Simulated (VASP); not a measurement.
# SrO (Fm-3m) in VASP: notebook

Runs on SrO. Level: PBEsol. Tasks: relaxation of cell and atoms.

Everything below comes from runs of VASP 6.6.1. Logs are shortened: lines on timing, memory, paths and dates and some standing lists are left out, and cuts for length are marked.

**1. The structure**

The structure is cubic, space group Fm-3m (No. 225). Conventional cell: a = 5.133 Å, b = 5.133 Å, c = 5.133 Å, α = 90.00°, β = 90.00°, γ = 90.00°. Around Sr (site symmetry m-3m) lie 6 O at 2.57 Å. O (site symmetry m-3m) has 6 Sr at 2.57 Å as nearest neighbours.

**2. Relaxation of cell and atoms, PBEsol**

INCAR

```
PREC = Accurate ; ENCUT = 600
EDIFF = 1E-7 ; ISMEAR = 0
SIGMA = 0.03 ; LREAL = False
LASPH = True ; NELM = 80
ALGO = Normal ; ISIF = 3
LWAVE = False ; LCHARG = False
GGA = PS ; IBRION = 2
NSW = 90 ; EDIFFG = -0.005
```

KPOINTS

```
regular mesh
0
Gamma
  10 10 10
```

POSCAR

```
SrO                                     
1.0
    0.0000000000      2.5663000000      2.5663000000
    2.5663000000      0.0000000000      2.5663000000
    2.5663000000      2.5663000000      0.0000000000
  Sr              O             
     1     1
Direct
     0.5000000000000000    0.5000000000000000    0.5000000000000000
     0.0000000000000000    0.0000000000000000    0.0000000000000000
```

Potentials or basis: VASP PAW PBE potentials, release 64 (Sr_sv, O).

Launch:

```
> cat potpaw_PBE.64/Sr_sv/POTCAR potpaw_PBE.64/O/POTCAR > POTCAR
> mpirun -np 1 vasp_std > vasp.out
```

OUTCAR:

```text
PREC = Accurate
   ENCUT = 600
   EDIFF = 1E-7
   ISMEAR = 0
   LREAL = False
   LASPH = True
   NELM = 80
   ISIF = 3
   GGA = PS
   IBRION = 2
   NSW = 90
   EDIFFG = -0.005

 ion  position               nearest neighbor table
   1  0.500  0.500  0.500-   2 2.57   2 2.57   2 2.57   2 2.57   2 2.57   2 2.57
   2  0.000  0.000  0.000-   1 2.57   1 2.57   1 2.57   1 2.57   1 2.57   1 2.57

  LATTYP: Found a face centered cubic cell.
 ALAT       =     5.1326000000

  Lattice vectors:

 A1 = (   0.0000000000,   2.5663000000,   2.5663000000)
 A2 = (   2.5663000000,   0.0000000000,   2.5663000000)
 A3 = (   2.5663000000,   2.5663000000,   0.0000000000)

Analysis of symmetry for initial positions (statically):
=====================================================================
 Subroutine PRICEL returns:
 Original cell was already a primitive cell.

 Routine SETGRP: Setting up the symmetry group for a
 face centered cubic supercell.

 Subroutine GETGRP returns: Found 48 space group operations
 (whereof 48 operations were pure point group operations)
 out of a pool of 48 trial point group operations.

The static configuration has the point symmetry O_h .

Analysis of symmetry for dynamics (positions and initial velocities):
=====================================================================
 Subroutine PRICEL returns:
 Original cell was already a primitive cell.

 Routine SETGRP: Setting up the symmetry group for a
 face centered cubic supercell.

 Subroutine GETGRP returns: Found 48 space group operations
 (whereof 48 operations were pure point group operations)
 out of a pool of 48 trial point group operations.

The dynamic configuration has the point symmetry O_h .

 Subroutine INISYM returns: Found 48 space group operations
 (whereof 48 operations are pure point group operations),
 and found     1 'primitive' translations

----------------------------------------------------------------------------------------

                                     Primitive cell

  volume of cell :      33.8028

  direct lattice vectors                    reciprocal lattice vectors
     0.000000000  2.566300000  2.566300000    -0.194833028  0.194833028  0.194833028
     2.566300000  0.000000000  2.566300000     0.194833028 -0.194833028  0.194833028
     2.566300000  2.566300000  0.000000000     0.194833028  0.194833028 -0.194833028

  length of vectors
     3.629296265  3.629296265  3.629296265     0.337460704  0.337460704  0.337460704

  position of ions in fractional coordinates (direct lattice)
     0.500000000  0.500000000  0.500000000
     0.000000000  0.000000000  0.000000000

  ion indices of the primitive-cell ions
   primitive index   ion index
                 1           1
                 2           2

----------------------------------------------------------------------------------------

 KPOINTS: regular mesh

Automatic generation of k-mesh.
 Grid dimensions read from file:
 generate k-points for:   10   10   10

 Generating k-lattice:

  Cartesian coordinates                     Fractional coordinates (reciprocal lattice)
    -0.019483303  0.019483303  0.019483303     0.100000000  0.000000000  0.000000000
     0.019483303 -0.019483303  0.019483303     0.000000000  0.100000000  0.000000000
     0.019483303  0.019483303 -0.019483303     0.000000000  0.000000000  0.100000000

  Length of vectors
     0.033746070  0.033746070  0.033746070

  Shift w.r.t. Gamma in fractional coordinates (k-lattice)
     0.000000000  0.000000000  0.000000000

 Subroutine IBZKPT returns following result:
 ===========================================

 Found     47 irreducible k-points:

 Following reciprocal coordinates:
            Coordinates               Weight
  0.000000  0.000000  0.000000      1.000000
  0.100000  0.000000  0.000000      8.000000
  0.200000  0.000000  0.000000      8.000000
  0.300000  0.000000  0.000000      8.000000
  0.400000  0.000000  0.000000      8.000000
  0.500000  0.000000  0.000000      4.000000
[... 16 lines left out ...]
  0.300000  0.300000  0.000000      6.000000
  0.400000  0.300000  0.000000     24.000000
 [... further k-points ...]
   k-points           NKPTS =     47   k-points in BZ     NKDIM =     47   number of bands    NBANDS=     12
   number of dos      NEDOS =    301   number of ions     NIONS =      2
   total plane-waves  NPLWV =  27000
   dimension x,y,z NGX =    30 NGY =   30 NGZ =   30
   dimension x,y,z NGXF=    60 NGYF=   60 NGZF=   60
   ions per type =               1   1
   NGX,Y,Z   is equivalent  to a cutoff of  13.74, 13.74, 13.74 a.u.
   NGXF,Y,Z  is equivalent  to a cutoff of  27.48, 27.48, 27.48 a.u.
 SYSTEM =  unknown system
   PREC   = accura    normal or accurate (medium, high low for compatibility)
   ISTART =      0    job   : 0-new  1-cont  2-samecut
   ICHARG =      2    charge: 1-file 2-atom 10-const
   ISPIN  =      1    spin polarized calculation?
   LNONCOLLINEAR =      F non collinear calculations
   LSORBIT =      F    spin-orbit coupling
   LASPH  =      T    aspherical Exc in radial PAW
   ENCUT  =  600.0 eV  44.10 Ry    6.64 a.u.   7.25  7.25  7.25*2*pi/ulx,y,z
   NELM   =     80;   NELMIN=  2; NELMDL= -5     # of ELM steps
   EDIFF  = 0.1E-06   stopping-criterion for ELM
   LREAL  =      F    real-space projection
   EDIFFG = -.5E-02   stopping-criterion for IOM
   NSW    =     90    number of steps for IOM
   IBRION =      2    ionic relax: 0-MD 1-quasi-New 2-CG
   NFREE  =      1    steps in history (QN), initial steepest desc. (CG)
   ISIF   =      3    stress and relaxation
   ISYM   =      2    0-nonsym 1-usesym 2-fastsym
   POTIM  = 0.5000    time-step for ionic-motion
   TEBEG  =    0.0;   TEEND  =   0.0 temperature during run
   PSTRESS=    0.0 pullay stress
   NELECT =      16.0000    total number of electrons
   NUPDOWN=      -1.0000    fix difference up-down
   EMIN   =  10.00;   EMAX   =-10.00  energy-range for DOS
   EFERMI =   0.00;   METHOD = LEGACY
   ISMEAR =     0;   SIGMA  =   0.03  broadening in eV -4-tet -1-fermi 0-gaus
   EFERMI_NEDOS =   21; number of points for ismear=-14 and -15
   IALGO  =     38    algorithm
   IMIX   =      4    mixing-type and parameters
     AMIX     =   0.40;   BMIX     =  1.00
     AMIX_MAG =   1.60;   BMIX_MAG =  1.00
  volume/ion in A,a.u.               =      16.90       114.06
  Fermi-wavevector in a.u.,A,eV,Ry     =   1.275843  2.410995 22.147245  1.627777
  Thomas-Fermi vector in A             =   2.408533
   LORBIT       =      0    0 simple, 1 ext, 2 COOP (PROOUT), +10 PAW based schemes
   GGA     = PS    functional components
   LHFCALC =     F    Hartree Fock is set to
   AEXX    =    0.0000 exact exchange contribution
   IVDW    =     0    specifies the selected vdW correction
   LEPSILON=     F    determine dielectric tensor
   LRPA    =     F    only Hartree local field effects (RPA)
 conjugate gradient relaxation of ions
 non-spin polarized calculation
 Gauss-broadening in eV      SIGMA  =   0.03
  energy-cutoff  :      600.00
  volume of cell :       33.80
 maximum number of plane-waves:      1158
 NGX is ok and might be reduce to    30
   NGX = 15   NGY = 15   NGZ = 15

 number of electron      15.9999997 magnetization

 Free energy of the ion-electron system (eV)
  ---------------------------------------------------
  ext. energy  EPLUGINS =         0.00000000
  ---------------------------------------------------
  free energy    TOTEN  =       -12.64117050 eV

  energy without entropy =      -12.64117050  energy(sigma->0) =      -12.64117050

 E-fermi :   1.7535     XC(G=0): -10.3034

 val. band max:        1.5133509374   @ k =   0.0000   0.0000   0.0000
 cond. band min:       4.6659185006   @ k =   0.5000   0.5000   0.0000
 fundamental gap:      3.1525675632
 Fermi energy:         1.7534522067

 k-point     1 :       0.0000    0.0000    0.0000
  band No.  band energies     occupation
      1     -30.7040      2.00000
      2     -13.4914      2.00000
      3     -12.3508      2.00000
      4     -12.3508      2.00000
      5     -12.3508      2.00000
      6       1.5134      2.00000
      7       1.5134      2.00000
      8       1.5134      2.00000
      9       5.3754      0.00000
     10       7.6878      0.00000
     11       7.6878      0.00000
     12       7.6878      0.00000

 k-point     2 :       0.1000    0.0000    0.0000
  band No.  band energies     occupation
      1     -30.6903      2.00000
      2     -13.7468      2.00000
      3     -12.3591      2.00000
      4     -12.3591      2.00000
      5     -12.1288      2.00000
      6       1.1935      2.00000
      7       1.3797      2.00000
      8       1.3797      2.00000
      9       5.8512      0.00000
     10       7.5691      0.00000
     11       7.8888      0.00000
     12       7.8888      0.00000

 k-point     3 :       0.2000    0.0000    0.0000
  band No.  band energies     occupation
      1     -30.6544      2.00000
      2     -14.2119      2.00000
      3     -12.3806      2.00000
      4     -12.3806      2.00000
      5     -11.7512      2.00000
      6       0.5321      2.00000
      7       1.0575      2.00000
      8       1.0575      2.00000
      9       6.9549      0.00000
     10       7.4545      0.00000
     11       8.4573      0.00000
     12       8.4573      0.00000
[... 286 lines left out ...]
 k-point    23 :       0.3000    0.3000    0.0000
  band No.  band energies     occupation
      1     -30.5805      2.00000
      2     -14.2380      2.00000
      3     -12.6042      2.00000
      4     -12.6042      2.00000
      5     -12.0244      2.00000
      6       0.2305      2.00000
      7       1.3701      2.00000
      8       1.3701      2.00000
      9       5.4089      0.00000
     10       7.9236      0.00000
     11      10.7818      0.00000
     12      10.7818      0.00000

 k-point    24 :       0.4000    0.3000    0.0000
  band No.  band energies     occupation
      1     -30.5524      2.00000
      2     -14.2453      2.00000
      3     -12.7169      2.00000
      4     -12.6418      2.00000
      5     -12.1462      2.00000
      6       0.4336      2.00000
      7       1.2009      2.00000
      8       1.2804      2.00000
      9       5.3573      0.00000
     10       8.6319      0.00000
     11      11.0523      0.00000
     12      11.2470      0.00000

 [... further k-points ...]
[... 5 lines left out ...]
  --------------------------------------------------------------------------------------
  -------------------------------------------------------------------------------------
  Total       -0.0017609     -0.0017609     -0.0017609      0.0000000      0.0000000     -0.0000000
  in kB       -0.0834622     -0.0834622     -0.0834622      0.0000000      0.0000000     -0.0000000
  external PRESSURE =      -0.0834622 kB  Pullay stress =       0.0000000 kB

 VOLUME and BASIS-vectors are now :
 -----------------------------------------------------------------------------
  energy-cutoff  :      600.00
  volume of cell :       33.80
      direct lattice vectors                 reciprocal lattice vectors
     0.000000000  2.566300000  2.566300000    -0.194833028  0.194833028  0.194833028
     2.566300000  0.000000000  2.566300000     0.194833028 -0.194833028  0.194833028
     2.566300000  2.566300000  0.000000000     0.194833028  0.194833028 -0.194833028

 POSITION                                       TOTAL-FORCE (eV/Angst)
 -----------------------------------------------------------------------------------
      2.56630      2.56630      2.56630         0.000000      0.000000      0.000000
      0.00000      0.00000      0.00000        -0.000000     -0.000000     -0.000000
 -----------------------------------------------------------------------------------
    total drift:                               -0.000000      0.000000      0.000000

  FREE ENERGIE OF THE ION-ELECTRON SYSTEM (eV)
  ---------------------------------------------------
  free  energy   TOTEN  =       -12.6411704984 eV

  energy  without entropy=      -12.6411704984  energy(sigma->0) =      -12.64117050

 reached required accuracy - stopping structural energy minimisation
```

Run time: 15 s. Hardware: 1 thread of AMD EPYC 9R45 (Zen 5), shared host; peak memory 0.15 GiB.

What came out:

```yaml
Free_energy: -12.6412 eV
Pressure_after_relaxing: 0.0 GPa
Band_gap_on_the_k_mesh: 3.15 eV, indirect (least direct gap 3.24 eV)
```

Final structure:
```yaml
crystal:
  lattice:
    - [0.00000, 2.56630, 2.56630]
    - [2.56630, 0.00000, 2.56630]
    - [2.56630, 2.56630, 0.00000]
  atoms:
    - { symbol: Sr, position: [0.50000, 0.50000, 0.50000] }
    - { symbol: O, position: [0.00000, 0.00000, 0.00000] }
```

Levels at points of the mesh, in eV from the valence-band top:
```
           k point  band 5  band 6  band 7  band 8  band 9  band 10  band 11  band 12
(0.00, 0.00, 0.00)  -13.86    0.00    0.00    0.00    3.86     6.17     6.17     6.17
(0.50, 0.00, 0.00)  -12.67   -2.24   -1.16   -1.16    6.51     8.33     8.88     8.88
(0.50, 0.50, 0.00)  -14.25   -0.43   -0.08   -0.08    3.15     7.80    10.23    10.27
```

Caveat: the relaxation stopped at its first step, so nothing moved; the PAW data sets were made with another functional, which shifts forces and pressure a little. A k mesh can miss the band edges.

**3. Relaxation of cell and atoms, PBEsol**

INCAR

```
SYSTEM = SrO
PREC = Accurate
ENCUT = 600
EDIFF = 1E-6
ISMEAR = 0
SIGMA = 0.03
LREAL = .FALSE.
LASPH = .TRUE.
NELM = 80
ALGO = Normal
ISIF = 3
LWAVE = .FALSE.
LCHARG = .FALSE.
GGA = PS
IBRION = 2
NSW = 90
EDIFFG = -0.01
```

KPOINTS

```
Automatic mesh
0
G
  10 10 10
  0 0 0
```

POSCAR

```
SrO
1.0
    0.0000000000      2.5663000000      2.5663000000
    2.5663000000      0.0000000000      2.5663000000
    2.5663000000      2.5663000000      0.0000000000
Sr O
1 1
Direct
    0.5000000000      0.5000000000      0.5000000000
    0.0000000000      0.0000000000      0.0000000000
```

Potentials or basis: VASP PAW PBE potentials, release 64 (Sr_sv, O).

Launch:

```
> cat potpaw_PBE.64/Sr_sv/POTCAR potpaw_PBE.64/O/POTCAR > POTCAR
> mpirun -np 1 vasp_std > vasp.out
```

OUTCAR:

```text
SYSTEM = SrO
   PREC = Accurate
   ENCUT = 600
   EDIFF = 1E-6
   ISMEAR = 0
   LREAL = .FALSE.
   LASPH = .TRUE.
   NELM = 80
   ISIF = 3
   GGA = PS
   IBRION = 2
   NSW = 90
   EDIFFG = -0.01

 ion  position               nearest neighbor table
   1  0.500  0.500  0.500-   2 2.57   2 2.57   2 2.57   2 2.57   2 2.57   2 2.57
   2  0.000  0.000  0.000-   1 2.57   1 2.57   1 2.57   1 2.57   1 2.57   1 2.57

  LATTYP: Found a face centered cubic cell.
 ALAT       =     5.1326000000
[... 544 lines left out ...]
      7       1.2009      2.00000
      8       1.2804      2.00000
      9       5.3573      0.00000
     10       8.6319      0.00000
     11      11.0523      0.00000
     12      11.2470      0.00000

 [... further k-points ...]
[... 5 lines left out ...]
  --------------------------------------------------------------------------------------
  -------------------------------------------------------------------------------------
  Total       -0.0016735     -0.0016735     -0.0016735      0.0000000     -0.0000000      0.0000000
  in kB       -0.0793203     -0.0793203     -0.0793203      0.0000000     -0.0000000      0.0000000
  external PRESSURE =      -0.0793203 kB  Pullay stress =       0.0000000 kB

 VOLUME and BASIS-vectors are now :
 -----------------------------------------------------------------------------
  energy-cutoff  :      600.00
  volume of cell :       33.80
      direct lattice vectors                 reciprocal lattice vectors
     0.000000000  2.566300000  2.566300000    -0.194833028  0.194833028  0.194833028
     2.566300000  0.000000000  2.566300000     0.194833028 -0.194833028  0.194833028
     2.566300000  2.566300000  0.000000000     0.194833028  0.194833028 -0.194833028

 POSITION                                       TOTAL-FORCE (eV/Angst)
 -----------------------------------------------------------------------------------
      2.56630      2.56630      2.56630        -0.000000     -0.000000      0.000000
      0.00000      0.00000      0.00000         0.000000      0.000000     -0.000000
 -----------------------------------------------------------------------------------
    total drift:                               -0.000000      0.000000      0.000000

  FREE ENERGIE OF THE ION-ELECTRON SYSTEM (eV)
  ---------------------------------------------------
  free  energy   TOTEN  =       -12.6411704861 eV

  energy  without entropy=      -12.6411704861  energy(sigma->0) =      -12.64117049

 reached required accuracy - stopping structural energy minimisation
```

It took 15 s on 1 thread of Intel Xeon 6975P-C (Granite Rapids), shared host; peak memory 0.18 GiB.

Results:

```yaml
Free_energy: -12.6412 eV
Pressure_after_relaxing: 0.0 GPa
Band_gap_on_the_k_mesh: 3.15 eV, indirect (least direct gap 3.24 eV)
```

Final structure:
```
CELL_PARAMETERS angstrom
0.00000 2.56630 2.56630
2.56630 0.00000 2.56630
2.56630 2.56630 0.00000
ATOMIC_POSITIONS crystal
Sr 0.50000 0.50000 0.50000
O 0.00000 0.00000 0.00000
```

Caveat: the relaxation stopped at its first step, so nothing moved; the PAW data sets were made with another functional, which shifts forces and pressure a little.

(Continued in part 2 of 2.)
